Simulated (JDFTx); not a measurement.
# GaSb (F-43m) in JDFTx: notebook

One crystal, GaSb, is run at these levels: LDA, PBE, PBEsol; tasks: band structure.

Everything below comes from runs of JDFTx 1.7.0 (patched build). Logs are shortened: lines on timing, memory, paths and dates and some standing lists are left out, and cuts for length are marked. The log counts tension as positive stress, the text compression.

**The experiment to reproduce.**

A printed reference work, data compilation reports, for a bulk crystal of GaSb at 4.2 K: band gap 0.811 eV (direct).

How close the calculation comes is told below.

**1. The structure**

Symmetry: F-43m, No. 216, cubic system. The conventional cell has a = 6.118 Å, b = 6.118 Å, c = 6.118 Å, α = 90.00°, β = 90.00°, γ = 90.00°. Sb (site symmetry -43m) is surrounded by 4 Ga at 2.65 Å. Around Ga (site symmetry -43m) lie 4 Sb at 2.65 Å.

**2. Band structure, LDA**

Input file bands.in:

```
lattice Face-Centered Cubic 11.5613444305
coords-type Lattice
ion Sb     0.7500000000     0.7500000000     0.7500000000 1
ion Ga     0.0000000000     0.0000000000     0.0000000000 1

ion-species pseudo/Sb.upf
ion-species pseudo/Ga.upf
elec-cutoff 42 336
elec-ex-corr lda-PW
elec-smearing Fermi 0.0018374661
elec-n-bands 21
electronic-minimize nIterations 30 energyDiffThreshold 1e-06
davidson-band-ratio 1.3
forces-output-coords Cartesian
include path.kpoints
symmetries none
fix-electron-density run.$VAR

dump-name bands.$VAR
dump End Ecomponents EigStats BandEigs Kpoints Forces
```

Input file path.kpoints:

```
kpoint +0.0000000000 +0.0000000000 +0.0000000000 0.020000000000
kpoint +0.0714285714 +0.0000000000 +0.0714285714 0.020000000000
kpoint +0.1428571429 +0.0000000000 +0.1428571429 0.020000000000
kpoint +0.2142857143 +0.0000000000 +0.2142857143 0.020000000000
kpoint +0.2857142857 +0.0000000000 +0.2857142857 0.020000000000
kpoint +0.3571428571 +0.0000000000 +0.3571428571 0.020000000000
kpoint +0.4285714286 +0.0000000000 +0.4285714286 0.020000000000
kpoint +0.5000000000 +0.0000000000 +0.5000000000 0.020000000000
kpoint +0.5000000000 +0.0833333333 +0.5833333333 0.020000000000
kpoint +0.5000000000 +0.1666666667 +0.6666666667 0.020000000000
kpoint +0.5000000000 +0.2500000000 +0.7500000000 0.020000000000
kpoint +0.4375000000 +0.3125000000 +0.7500000000 0.020000000000
kpoint +0.3750000000 +0.3750000000 +0.7500000000 0.020000000000
kpoint +0.3281250000 +0.3281250000 +0.6562500000 0.020000000000
kpoint +0.2812500000 +0.2812500000 +0.5625000000 0.020000000000
kpoint +0.2343750000 +0.2343750000 +0.4687500000 0.020000000000
kpoint +0.1875000000 +0.1875000000 +0.3750000000 0.020000000000
kpoint +0.1406250000 +0.1406250000 +0.2812500000 0.020000000000
kpoint +0.0937500000 +0.0937500000 +0.1875000000 0.020000000000
kpoint +0.0468750000 +0.0468750000 +0.0937500000 0.020000000000
kpoint +0.0000000000 +0.0000000000 +0.0000000000 0.020000000000
kpoint +0.0833333333 +0.0833333333 +0.0833333333 0.020000000000
kpoint +0.1666666667 +0.1666666667 +0.1666666667 0.020000000000
kpoint +0.2500000000 +0.2500000000 +0.2500000000 0.020000000000
kpoint +0.3333333333 +0.3333333333 +0.3333333333 0.020000000000
kpoint +0.4166666667 +0.4166666667 +0.4166666667 0.020000000000
kpoint +0.5000000000 +0.5000000000 +0.5000000000 0.020000000000
kpoint +0.5250000000 +0.4500000000 +0.5250000000 0.020000000000
kpoint +0.5500000000 +0.4000000000 +0.5500000000 0.020000000000
kpoint +0.5750000000 +0.3500000000 +0.5750000000 0.020000000000
kpoint +0.6000000000 +0.3000000000 +0.6000000000 0.020000000000
kpoint +0.6250000000 +0.2500000000 +0.6250000000 0.020000000000
kpoint +0.5625000000 +0.2500000000 +0.6875000000 0.020000000000
kpoint +0.5000000000 +0.2500000000 +0.7500000000 0.020000000000
kpoint +0.5000000000 +0.2916666667 +0.7083333333 0.020000000000
kpoint +0.5000000000 +0.3333333333 +0.6666666667 0.020000000000
kpoint +0.5000000000 +0.3750000000 +0.6250000000 0.020000000000
kpoint +0.5000000000 +0.4166666667 +0.5833333333 0.020000000000
kpoint +0.5000000000 +0.4583333333 +0.5416666667 0.020000000000
kpoint +0.5000000000 +0.5000000000 +0.5000000000 0.020000000000
kpoint +0.4791666667 +0.4791666667 +0.5416666667 0.020000000000
kpoint +0.4583333333 +0.4583333333 +0.5833333333 0.020000000000
kpoint +0.4375000000 +0.4375000000 +0.6250000000 0.020000000000
kpoint +0.4166666667 +0.4166666667 +0.6666666667 0.020000000000
kpoint +0.3958333333 +0.3958333333 +0.7083333333 0.020000000000
kpoint +0.3750000000 +0.3750000000 +0.7500000000 0.020000000000
kpoint +0.6250000000 +0.2500000000 +0.6250000000 0.020000000000
kpoint +0.5833333333 +0.1666666667 +0.5833333333 0.020000000000
kpoint +0.5416666667 +0.0833333333 +0.5416666667 0.020000000000
kpoint +0.5000000000 +0.0000000000 +0.5000000000 0.020000000000
```

Potentials or basis: PseudoDojo-SR-LDA-0.4.1-standard.

The run is started by

```sh
jdftx -c 1 -i bands.in -o bands.out
```

What it wrote:

```text
*************** JDFTx 1.7.0 (patched build) ***************

Input parsed successfully to the following command list (including defaults):
[... the input with its defaults ...]

---------- Initializing the Grid ----------
R =
[            0      5.78067      5.78067  ]
[      5.78067            0      5.78067  ]
[      5.78067      5.78067            0  ]
unit cell volume = 386.336
G =
[  -0.543465   0.543465   0.543465  ]
[   0.543465  -0.543465   0.543465  ]
[   0.543465   0.543465  -0.543465  ]
Minimum fftbox size, Smin = [  68  68  68  ]
Chosen fftbox size, S = [  70  70  70  ]

---------- Initializing tighter grid for wavefunction operations ----------
R =
[            0      5.78067      5.78067  ]
[      5.78067            0      5.78067  ]
[      5.78067      5.78067            0  ]
unit cell volume = 386.336
G =
[  -0.543465   0.543465   0.543465  ]
[   0.543465  -0.543465   0.543465  ]
[   0.543465   0.543465  -0.543465  ]
Minimum fftbox size, Smin = [  48  48  48  ]
Chosen fftbox size, S = [  48  48  48  ]

---------- Exchange Correlation functional ----------
Initalized Slater LDA exchange.
Initalized Perdew-Wang LDA correlation.

---------- Setting up pseudopotentials ----------
Width of ionic core gaussian charges (only for fluid interactions / plotting) set to 0

Reading pseudopotential file 'pseudo/Sb.upf':
  'Sb' pseudopotential, 'SLA  PW   NOGX NOGC' functional
  Generated using ONCVPSP code by D. R. Hamann
  15 valence electrons, 3 orbitals, 6 projectors, 1001 radial grid points, with lMax = 2
    4D    l: 2   occupation: 10.0   eigenvalue: -1.233245
    5S    l: 0   occupation:  2.0   eigenvalue: -0.480876
    5P    l: 1   occupation:  3.0   eigenvalue: -0.183477
  Core radius for overlap checks: 2.05 bohrs.

Reading pseudopotential file 'pseudo/Ga.upf':
  'Ga' pseudopotential, 'SLA  PW   NOGX NOGC' functional
  Generated using ONCVPSP code by D. R. Hamann
  13 valence electrons, 3 orbitals, 6 projectors, 1001 radial grid points, with lMax = 2
    3D    l: 2   occupation: 10.0   eigenvalue: -0.713198
    4S    l: 0   occupation:  2.0   eigenvalue: -0.337001
    4P    l: 1   occupation:  1.0   eigenvalue: -0.100440
  Core radius for overlap checks: 1.84 bohrs.

Initialized 2 species with 2 total atoms.

Folded 50 k-points by 1x1x1 to 50 k-points.

---------- Setting up k-points, bands, fillings ----------
No reducable k-points.
Computing the number of bands and number of electrons
Calculating initial fillings.
nElectrons:  28.000000   nBands: 21   nStates: 50

----- Setting up reduced wavefunction bases (one per k-point) -----
average nbasis = 5021.860 , ideal nbasis = 5022.651

---------- Setting up ewald sum ----------
Optimum gaussian width for ewald sums = 2.625481 bohr.
Real space sum over 1331 unit cells with max indices [  5  5  5  ]
Reciprocal space sum over 2197 terms with max indices [  6  6  6  ]

---------- Allocating electronic variables ----------
Reading n from file 'run.n' ... done
Initializing wave functions:  linear combination of atomic orbitals
Note: number of bands (21) exceeds available atomic orbitals (18)

----------- Band structure minimization -------------
Minimization will be done independently for each quantum number.

---- Minimization of quantum number:     0  [ +0.0000000 +0.0000000 +0.0000000 ]  0.040000000 ----
BandDavidson: Iter:   0  Eband: -0.025954745617770
BandDavidson: Iter:   1  Eband: -0.041576779963964  dEband: -1.562203e-02
BandDavidson: Iter:   2  Eband: -0.043716284503120  dEband: -2.139505e-03
BandDavidson: Iter:   3  Eband: -0.045068115712864  dEband: -1.351831e-03
[... 773 lines of inner loops ...]
BandDavidson: Iter:  10  Eband: -0.030067730546048  dEband: -1.134124e-06
BandDavidson: Iter:  11  Eband: -0.030068346839334  dEband: -6.162933e-07
BandDavidson: Converged (dEband<1.000000e-06)
	FillingsUpdate:  mu: +0.295582651  nElectrons: 28.000000
WARNING: these k-points are no uniform mesh, so that mu and the fillings of partly filled bands are only those of these points: take mu from the calculation that made the density or potential.

Dumping 'bands.eigStats' ...
	eMin: -0.761325 at state 7 ( [ +0.500000 +0.000000 +0.500000 ] spin 0 )
	HOMO: +0.293942 at state 0 ( [ +0.000000 +0.000000 +0.000000 ] spin 0 )
	mu  : +0.295583
	LUMO: +0.304428 at state 39 ( [ +0.500000 +0.500000 +0.500000 ] spin 0 )
	eMax: +0.738481 at state 45 ( [ +0.375000 +0.375000 -0.250000 ] spin 0 )
	HOMO-LUMO gap: +0.010486
	Optical gap  : +0.031191 at state 19 ( [ +0.046875 +0.046875 +0.093750 ] spin 0 )
Done!
[note: mu, HOMO and LUMO in a band run belong to the points of the path alone and aren't those of the crystal]
```

Run time: 62 s. Hardware: 1 thread of AMD EPYC 7R43 (Zen 3), shared host; peak memory 0.15 GiB.

Results:

```yaml
Band_gap_along_the_path: none (metal or under the smearing width)
```

Levels at the corners of the path, in eV from the Fermi level:
```tsv
point	band 11	band 12	band 13	band 14	band 15	band 16	band 17
Γ	-11.58	-0.21	-0.04	-0.04	-0.04	2.75	2.75
X	-9.15	-6.88	-2.60	-2.60	0.81	1.14	8.61
W	-9.11	-6.75	-3.39	-3.17	3.58	4.23	4.33
K	-9.22	-6.70	-3.65	-2.22	1.30	3.79	6.50
Γ	-11.58	-0.21	-0.04	-0.04	-0.04	2.75	2.75
L	-9.97	-6.44	-1.18	-1.18	0.25	3.72	3.72
U	-9.22	-6.70	-3.65	-2.22	1.30	3.79	6.50
W	-9.11	-6.75	-3.39	-3.17	3.58	4.23	4.33
L	-9.97	-6.44	-1.18	-1.18	0.25	3.72	3.72
K	-9.22	-6.70	-3.65	-2.22	1.30	3.79	6.50
U	-9.22	-6.70	-3.65	-2.22	1.30	3.79	6.50
X	-9.15	-6.88	-2.60	-2.60	0.81	1.14	8.61
```

Caveat: spin-orbit coupling is left out, which moves the levels of the heavy elements.

**3. Band structure, PBE**

bands.in: that of step 2 with these lines changed.

```diff
@@ -7,4 +7,4 @@
 ion-species pseudo/Ga.upf
-elec-cutoff 42 336
-elec-ex-corr lda-PW
+elec-cutoff 40 320
+elec-ex-corr gga-PBE
 elec-smearing Fermi 0.0018374661
```

path.kpoints is that of step 2.

Potentials or basis: PseudoDojo-SR-PBE-0.5-standard.

The run is started by

```sh
jdftx -c 1 -i bands.in -o bands.out
```

It took 65 s on 1 thread of AMD EPYC 7R43 (Zen 3), shared host; peak memory 0.16 GiB.

It converged, with:

```
Band gap along the path : none (metal or under the smearing width)
```

Levels at the corners of the path, in eV from the Fermi level:
| point | band 12 | band 13 | band 14 | band 15 | band 16 | band 17 |
| --- | --- | --- | --- | --- | --- | --- |
| Γ | -0.07 | -0.07 | -0.07 | -0.03 | 2.73 | 2.73 |
| X | -6.87 | -2.63 | -2.63 | 0.85 | 1.20 | 8.67 |
| W | -6.73 | -3.41 | -3.19 | 3.63 | 4.27 | 4.37 |
| K | -6.69 | -3.67 | -2.25 | 1.35 | 3.83 | 6.57 |
| Γ | -0.07 | -0.07 | -0.07 | -0.03 | 2.73 | 2.73 |
| L | -6.42 | -1.22 | -1.22 | 0.34 | 3.70 | 3.70 |
| U | -6.69 | -3.67 | -2.25 | 1.35 | 3.83 | 6.58 |
| W | -6.73 | -3.41 | -3.19 | 3.63 | 4.27 | 4.37 |
| L | -6.42 | -1.22 | -1.22 | 0.34 | 3.70 | 3.70 |
| K | -6.69 | -3.67 | -2.25 | 1.35 | 3.83 | 6.57 |
| U | -6.69 | -3.67 | -2.25 | 1.35 | 3.83 | 6.57 |
| X | -6.87 | -2.63 | -2.63 | 0.85 | 1.20 | 8.67 |

Caveat: spin-orbit coupling is left out, which moves the levels of the heavy elements.

**4. Band structure, PBEsol**

Input file bands.in:

```
lattice \
    0.0000000000     5.7806722152     5.7806722152 \
    5.7806722152     0.0000000000     5.7806722152 \
    5.7806722152     5.7806722152     0.0000000000
coords-type Cartesian
ion Sb     8.6710083228     8.6710083228     8.6710083228 1
ion Ga     0.0000000000     0.0000000000     0.0000000000 1

ion-species pseudo/Sb.upf
ion-species pseudo/Ga.upf
elec-cutoff 40 320
elec-ex-corr gga-PBEsol
elec-smearing Fermi 0.0018374661
elec-n-bands 21
electronic-minimize nIterations 30 energyDiffThreshold 1e-06
davidson-band-ratio 1.3
forces-output-coords Cartesian
include path.kpoints
symmetries none
fix-electron-density run.$VAR

dump-name bands.$VAR
dump End Ecomponents EigStats BandEigs Kpoints Forces
```

path.kpoints is that of step 3.

Potentials or basis: PseudoDojo-SR-PBEsol-0.4.1-standard.

The run is started by

```sh
jdftx -c 1 -i bands.in -o bands.out
```

What it wrote:

```text
*************** JDFTx 1.7.0 (patched build) ***************

Input parsed successfully to the following command list (including defaults):
[... the input with its defaults ...]

---------- Initializing the Grid ----------
R =
[            0      5.78067      5.78067  ]
[      5.78067            0      5.78067  ]
[      5.78067      5.78067            0  ]
unit cell volume = 386.336
G =
[  -0.543465   0.543465   0.543465  ]
[   0.543465  -0.543465   0.543465  ]
[   0.543465   0.543465  -0.543465  ]
Minimum fftbox size, Smin = [  68  68  68  ]
Chosen fftbox size, S = [  70  70  70  ]

---------- Initializing tighter grid for wavefunction operations ----------
R =
[            0      5.78067      5.78067  ]
[      5.78067            0      5.78067  ]
[      5.78067      5.78067            0  ]
unit cell volume = 386.336
G =
[  -0.543465   0.543465   0.543465  ]
[   0.543465  -0.543465   0.543465  ]
[   0.543465   0.543465  -0.543465  ]
Minimum fftbox size, Smin = [  48  48  48  ]
Chosen fftbox size, S = [  48  48  48  ]

---------- Exchange Correlation functional ----------
Initalized PBEsol GGA exchange.
Initalized PBEsol GGA correlation.

---------- Setting up pseudopotentials ----------
Width of ionic core gaussian charges (only for fluid interactions / plotting) set to 0

Reading pseudopotential file 'pseudo/Sb.upf':
  'Sb' pseudopotential, 'PBESOL' functional
  Generated using ONCVPSP code by D. R. Hamann
  15 valence electrons, 3 orbitals, 6 projectors, 1001 radial grid points, with lMax = 2
    4D    l: 2   occupation: 10.0   eigenvalue: -1.229265
    5S    l: 0   occupation:  2.0   eigenvalue: -0.473197
    5P    l: 1   occupation:  3.0   eigenvalue: -0.178030
  Core radius for overlap checks: 2.05 bohrs.

Reading pseudopotential file 'pseudo/Ga.upf':
  'Ga' pseudopotential, 'PBESOL' functional
  Generated using ONCVPSP code by D. R. Hamann
  13 valence electrons, 3 orbitals, 6 projectors, 1001 radial grid points, with lMax = 2
    3D    l: 2   occupation: 10.0   eigenvalue: -0.704192
    4S    l: 0   occupation:  2.0   eigenvalue: -0.329374
    4P    l: 1   occupation:  1.0   eigenvalue: -0.094479
  Core radius for overlap checks: 1.84 bohrs.

Initialized 2 species with 2 total atoms.

Folded 50 k-points by 1x1x1 to 50 k-points.

---------- Setting up k-points, bands, fillings ----------
No reducable k-points.
Computing the number of bands and number of electrons
Calculating initial fillings.
nElectrons:  28.000000   nBands: 21   nStates: 50

----- Setting up reduced wavefunction bases (one per k-point) -----
average nbasis = 4668.460 , ideal nbasis = 4668.195

---------- Setting up ewald sum ----------
Optimum gaussian width for ewald sums = 2.625481 bohr.
Real space sum over 1331 unit cells with max indices [  5  5  5  ]
Reciprocal space sum over 2197 terms with max indices [  6  6  6  ]

---------- Allocating electronic variables ----------
Reading n from file 'run.n' ... done
Initializing wave functions:  linear combination of atomic orbitals
Note: number of bands (21) exceeds available atomic orbitals (18)

----------- Band structure minimization -------------
Minimization will be done independently for each quantum number.

---- Minimization of quantum number:     0  [ +0.0000000 +0.0000000 +0.0000000 ]  0.040000000 ----
BandDavidson: Iter:   0  Eband: -0.009860268509146
BandDavidson: Iter:   1  Eband: -0.033456638192099  dEband: -2.359637e-02
BandDavidson: Iter:   2  Eband: -0.037485032795394  dEband: -4.028395e-03
BandDavidson: Iter:   3  Eband: -0.039101115575705  dEband: -1.616083e-03
[... 680 lines of inner loops ...]
BandDavidson: Iter:   9  Eband: -0.023724833199647  dEband: -1.739158e-06
BandDavidson: Iter:  10  Eband: -0.023725677588994  dEband: -8.443893e-07
BandDavidson: Converged (dEband<1.000000e-06)
	FillingsUpdate:  mu: +0.302704477  nElectrons: 28.000000
WARNING: these k-points are no uniform mesh, so that mu and the fillings of partly filled bands are only those of these points: take mu from the calculation that made the density or potential.

Dumping 'bands.eigStats' ...
	eMin: -0.756349 at state 49 ( [ +0.500000 +0.000000 +0.500000 ] spin 0 )
	HOMO: +0.300638 at state 20 ( [ +0.000000 +0.000000 +0.000000 ] spin 0 )
	mu  : +0.302704
	LUMO: +0.313431 at state 26 ( [ +0.500000 +0.500000 +0.500000 ] spin 0 )
	eMax: +0.747476 at state 46 ( [ -0.375000 +0.250000 -0.375000 ] spin 0 )
	HOMO-LUMO gap: +0.012793
	Optical gap  : +0.034135 at state 19 ( [ +0.046875 +0.046875 +0.093750 ] spin 0 )
Done!
[note: mu, HOMO and LUMO in a band run belong to the points of the path alone and aren't those of the crystal]
```

Wall time 65 s (1 thread of AMD EPYC 7R43 (Zen 3), shared host); peak memory 0.16 GiB.

What came out:

```
Band gap along the path : none (metal or under the smearing width)
```

Levels at the corners of the path, in eV from the Fermi level:
| point | band 10 | band 11 | band 12 | band 13 | band 14 | band 15 | band 16 | band 17 |
| --- | --- | --- | --- | --- | --- | --- | --- | --- |
| Γ | -15.01 | -11.56 | -0.08 | -0.05 | -0.05 | -0.05 | 2.73 | 2.73 |
| X | -15.01 | -9.11 | -6.86 | -2.63 | -2.63 | 0.80 | 1.12 | 8.66 |
| W | -15.01 | -9.07 | -6.73 | -3.42 | -3.20 | 3.62 | 4.20 | 4.34 |
| K | -15.01 | -9.18 | -6.68 | -3.68 | -2.24 | 1.29 | 3.78 | 6.53 |
| Γ | -15.01 | -11.56 | -0.08 | -0.05 | -0.05 | -0.05 | 2.73 | 2.73 |
| L | -15.01 | -9.93 | -6.43 | -1.20 | -1.20 | 0.30 | 3.68 | 3.68 |
| U | -15.01 | -9.18 | -6.68 | -3.68 | -2.24 | 1.29 | 3.78 | 6.53 |
| W | -15.01 | -9.07 | -6.73 | -3.42 | -3.20 | 3.62 | 4.20 | 4.34 |
| L | -15.01 | -9.93 | -6.43 | -1.20 | -1.20 | 0.30 | 3.68 | 3.68 |
| K | -15.01 | -9.18 | -6.68 | -3.68 | -2.24 | 1.29 | 3.78 | 6.53 |
| U | -15.01 | -9.18 | -6.68 | -3.68 | -2.24 | 1.29 | 3.78 | 6.53 |
| X | -15.01 | -9.11 | -6.86 | -2.63 | -2.63 | 0.80 | 1.12 | 8.66 |

Caveat: spin-orbit coupling is left out, which moves the levels of the heavy elements.

**5. For comparison**

An earlier run on the cell as given: functional PBE; potentials or basis PseudoDojo-SR-PBE-0.5-standard; cutoff 1088 eV; density cutoff 4354 eV; k mesh 8 × 8 × 8; occupations fermi-dirac, width 0.05 eV; no spin polarisation.

* Pressure: 2.3 GPa
* Band gap on the k mesh: none (metal or under the smearing width)
* Loewdin charges: Sb +0.28; Ga -0.25 e

**6. Against experiment**

Step 2. A measured gap of GaSb is 0.811 eV (direct; 4.2 K; a printed reference work, data compilation); the calculated 0.00 eV misses it by -0.81 eV. Spin-orbit coupling on Ga, Sb is left out. The value is that of LDA, without temperature or zero-point motion. Semilocal functionals fall short of measured gaps as a rule.

Step 3. Against the measured gap of GaSb, 0.811 eV (direct; 4.2 K; a printed reference work, data compilation), the calculated 0.00 eV is off by -0.81 eV. Spin-orbit coupling on Ga, Sb is left out. The value is that of PBE, without temperature or zero-point motion. Semilocal functionals fall short of measured gaps as a rule.

Step 4. A measured gap of GaSb is 0.811 eV (direct; 4.2 K; a printed reference work, data compilation); the calculated 0.00 eV misses it by -0.81 eV. Spin-orbit coupling on Ga, Sb is left out. The value is that of PBEsol, without temperature or zero-point motion. Semilocal functionals fall short of measured gaps as a rule.
